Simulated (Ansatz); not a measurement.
`[OH][AlH][SH]` + `C=COCCC` → `C=C[O][AlH][OH]` + `CCCS`  (formal exchange of groups at the Al–S bond)

Gas-phase electronic energies from Ansatz, PBE0-D4/def2-TZVP geometries. CCSD(T)/CBS adds triple-zeta CCSD(T) − MP2 to the extrapolated MP2 energy (def2 sets, frozen cores). Functionals use def2-TZVPP. Each species was taken in one conformer, which may not be the lowest.

| level | ΔE (eV) |
| --- | --- |
| ωB97X-V | -0.35 |
| ωB97M-V | -0.38 |

(1) What does CCSD(T)/CBS give? (Estimate.)

Largest T1 diagnostic among the species: 0.013.

Answers

(1) Ansatz gave: -0.40 eV. The listed levels differ from it by 0.05, 0.02 eV.

CCSD(T)/CBS has its own doubt, a few kJ/mol and more with outer-core shells, so smaller differences from it don't rank the levels.
